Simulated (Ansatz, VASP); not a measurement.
CaSe in VASP and in Ansatz

```xyz
2
Lattice="3.6348 0.0000 0.0000 0.0000 3.6348 0.0000 0.0000 0.0000 3.6348" Properties=species:S:1:pos:R:3 pbc="T T T"
Ca    0.0000    0.0000    0.0000
Se    1.8174    1.8174    1.8174
```

The cell was built by a generator and needn't be a form met in nature.

Alike in both runs: task single point; functional PBE; k mesh 6 × 6 × 6; no spin polarisation.

|  | VASP | Ansatz |
| --- | --- | --- |
| version | VASP 6.6.1 | Ansatz 0.2.0 |
| potentials or method | VASP PAW PBE potentials, release 64 (Ca_sv, Se) | plane waves, PAW |
| plane-wave cutoff (eV) | 520 | 420 |
| occupations | gaussian, width 0.01 eV | fixed |
| valence electrons in the cell | 16 | 26 |

```csv
,VASP,Ansatz,Ansatz less VASP
gap on the k mesh at the Fermi level (eV),0.76,0.77,+0.008
pressure (GPa),0.9,0.7,-0.16
```

The two sets of potentials don't hold the same shells in valence.

A k mesh can miss the band edges. As with any semilocal functional, this PBE gap is likely too small.
